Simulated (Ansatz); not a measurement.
**NbC (Fm-3m): scan of the energy under strain in Python**

What does a strain cost in NbC (Fm-3m)? The task is a scan of the energy under strain, for NbC (Fm-3m).

All numbers are computed with Ansatz 0.2.0, driven from Python. Level of theory: DFT PBE, plane waves, PAW.

### 1 The system

Symmetry: Fm-3m, No. 225, cubic system. The conventional cell has a = 4.469 Å, b = 4.469 Å, c = 4.469 Å, α = 90.00°, β = 90.00°, γ = 90.00°. Nb (site symmetry m-3m) has 6 C at 2.23 Å as nearest neighbours. C (site symmetry m-3m) has 6 Nb at 2.23 Å as nearest neighbours.

The script holds or builds the structure itself.

### 2 Script

strain.py

```python
'''Energy of NbC under shear strain, ions carried with the cell.'''

import logging
import sys
import warnings

import ansatz as az
import matplotlib.pyplot as plt
import numpy as np

logging.basicConfig(stream=sys.stdout, format='[%(levelname)s] %(message)s')
logger = logging.getLogger('calc')
logger.setLevel(logging.INFO)

SETTINGS = {
    'functional': 'pbe',
    'cutoff': 520,
    'kmesh': (13, 13, 13),
}

vectors0 = np.array([
    [0.0, 2.23455, 2.23455],
    [2.23455, 0.0, 2.23455],
    [2.23455, 2.23455, 0.0],
])
sites = [
    ('Nb', (0.0, 0.0, 0.0)),
    ('C', (0.5, 0.5, 0.5)),
]


def build(cell):
    crystal = az.Crystal(lattice=az.Lattice.of(cell))
    for symbol, position in sites:
        crystal = crystal.atom(symbol, position)
    return crystal

warnings.simplefilter('ignore', az.DeckWarning)

# clamped ions: the fractional positions stay as typed
values = np.linspace(-0.02, 0.02, 5)
energies = []
for d in values:
    strain = np.array([[0, d / 2, 0], [d / 2, 0, 0], [0, 0, 0]])
    cell = vectors0 @ (np.eye(3) + strain)
    model = (
        build(cell).calculation()
        .occupations(az.OccupationsMethod.FERMI_DIRAC)
        .functional(SETTINGS['functional'])
        .basis(SETTINGS['cutoff'])
        .kpoints(*SETTINGS['kmesh'])
        .stress()
    )
    rep = model.run(threads=1).report
    energies.append(rep['free_energy_ev'] / len(sites))
    s = rep['stress_gpa']
    logger.info(f'd = {d:+.4f}  stress xx yy zz xy (GPa, compression positive): {s[0][0]:8.3f} {s[1][1]:8.3f} {s[2][2]:8.3f} {s[0][1]:8.3f}')
energies = np.array(energies)

for value, e in zip(values, energies):
    logger.info(f'strain {value:7.3f}   E - Emin = {1000 * (e - energies.min()):9.3f} meV/atom')
plt.figure(figsize=(4.5, 3))
plt.plot(values, 1000 * (energies - energies.min()), 'o-')
plt.xlabel('strain')
plt.ylabel('meV/atom')
plt.tight_layout()
plt.savefig('strain.png', dpi=100)
curvature = 2 * np.polyfit(values, energies, 3)[1]
volume = abs(np.linalg.det(vectors0)) / len(sites)
logger.info(f'd2E/dd2 over the volume: {curvature / volume * 160.21766:.1f} GPa')
```

### 3 What the engine is handed

The package turns the script's settings into the engine's input (first run):

```yaml
crystal:
  lattice:
    - [-0.0223455, 2.23455, 2.23455]
    - [2.23455, -0.0223455, 2.23455]
    - [2.2122045, 2.2122045, 0.0]
  atoms:
    - { symbol: Nb, position: [0.0, 0.0, 0.0] }
    - { symbol: C, position: [0.5, 0.5, 0.5] }
basis:
  ecutwfc: 520.0
kpoints:
  mp_grid:
    grid: [13, 13, 13]
hamiltonian:
  xc: pbe
scf:
  occupations:
    method: fermi_dirac
output:
  stress: true
```

### 4 The run

Command:

```bash
$ python strain.py
```

Standard output:

```text
[INFO] d = -0.0200  stress xx yy zz xy (GPa, compression positive):    3.392    3.392    3.305    3.515
[INFO] d = -0.0100  stress xx yy zz xy (GPa, compression positive):    3.339    3.339    3.317    1.757
[INFO] d = +0.0000  stress xx yy zz xy (GPa, compression positive):    3.321    3.321    3.321    0.000
[INFO] d = +0.0100  stress xx yy zz xy (GPa, compression positive):    3.339    3.339    3.317   -1.757
[INFO] d = +0.0200  stress xx yy zz xy (GPa, compression positive):    3.392    3.392    3.305   -3.515
[INFO] strain  -0.020   E - Emin =     2.471 meV/atom
[INFO] strain  -0.010   E - Emin =     0.618 meV/atom
[INFO] strain   0.000   E - Emin =     0.000 meV/atom
[INFO] strain   0.010   E - Emin =     0.618 meV/atom
[INFO] strain   0.020   E - Emin =     2.471 meV/atom
[INFO] d2E/dd2 over the volume: 177.4 GPa
```

Run time: 60 s. Hardware: 1 thread of AMD EPYC 7R43 (Zen 3), shared host; peak memory 0.55 GiB.

### 5 Inputs of later runs

The engine's inputs for some of the other runs:

Run 2, against run 1:

```diff
@@ -3,3 +3,3 @@
-    - [-0.0223455, 2.23455, 2.23455]
-    - [2.23455, -0.0223455, 2.23455]
-    - [2.2122045, 2.2122045, 0.0]
+    - [-0.01117275, 2.23455, 2.23455]
+    - [2.23455, -0.01117275, 2.23455]
+    - [2.22337725, 2.22337725, 0.0]
```

Run 3, against run 1:

```diff
@@ -3,3 +3,3 @@
-    - [-0.0223455, 2.23455, 2.23455]
-    - [2.23455, -0.0223455, 2.23455]
-    - [2.2122045, 2.2122045, 0.0]
+    - [0.0, 2.23455, 2.23455]
+    - [2.23455, 0.0, 2.23455]
+    - [2.23455, 2.23455, 0.0]
```

Run 4, against run 1:

```diff
@@ -3,3 +3,3 @@
-    - [-0.0223455, 2.23455, 2.23455]
-    - [2.23455, -0.0223455, 2.23455]
-    - [2.2122045, 2.2122045, 0.0]
+    - [0.011172749999999999, 2.23455, 2.23455]
+    - [2.23455, 0.011172749999999999, 2.23455]
+    - [2.24572275, 2.24572275, 0.0]
```

Lines on the test bed's own set-up are left out of the output.

### 6 The engine's runs

From the records of these 5 runs:

| run | strain | energy from run 3 (meV/atom) | pressure (GPa) | SCF cycles | CPU time (s) |
| --- | --- | --- | --- | --- | --- |
| 1 | -0.020 | 2.47 | 3.36 | 6 | 13 |
| 2 | -0.010 | 0.62 | 3.33 | 6 | 12 |
| 3 | 0.000 | 0.00 | 3.32 | 6 | 3.3 |
| 4 | 0.010 | 0.62 | 3.33 | 6 | 13 |
| 5 | 0.020 | 2.47 | 3.36 | 6 | 15 |

Energies are free energies F = E - TS of the smeared occupations. 

### 7 Summary of results

| quantity | value |
| --- | --- |
| curvature under the strain | 177.4 GPa |
| runs compared | 5 |
| range of energy | 2.47 meV/atom |
| lowest point, strain | 0.000 |

Against the unstrained cell the energy per atom changes by +2.47 meV at one end of the scan and +2.47 meV at the other, and its second derivative over the volume is 177.4 GPa. What to keep in mind:
- The curvature belongs to this strain pattern and to the cell's stress; it equals a single elastic constant only for simple patterns.
- In a metal a curvature from energy changes of a few meV or less hangs on mesh and smearing, in size and even in sign.
- The ions keep their fractional positions (clamped ions).
